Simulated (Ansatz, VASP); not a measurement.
# Two plane-wave programs on F

```
F
1.0
     2.17935    0.00000    0.00000
     0.00000    2.17935    0.00000
     0.00000    0.00000    2.17935
F
1
Direct
  0.00000 0.00000 0.00000
```

Change from the starting cell: volume scaled by 0.98, PAW files.

Alike in both runs: task electric field gradients; functional PBE; k mesh 15 × 15 × 15; occupations fermi-dirac, width 0.08 eV; no spin polarisation.

|  | VASP | Ansatz |
| --- | --- | --- |
| version | VASP 6.6.1 | Ansatz 0.2.0 |
| potentials or method | VASP PAW PBE potentials, release 64 (F) | PAW with Ansatz's default frozen-core files, scalar-relativistic |
| plane-wave cutoff (eV) | 520 | 420 |
| valence electrons in the cell | 7 | 7 |

Ansatz gave:

| Property | Result |
| --- | --- |
| pressure (GPa) | 1.3 |
| Vzz of the field gradient on the site that differs most (V/Å²) | 0.0 |

Task: Which values does VASP return?

Result: Pressure (GPa): 0.5; Vzz of the field gradient on the site that differs most (V/Å²): 0.0.

The functional is the same, so the differences come from potentials, cutoffs and numerics.

Caveats: an odd number of electrons without spin polarisation forces a metal; a magnetic or distorted state may lie lower.
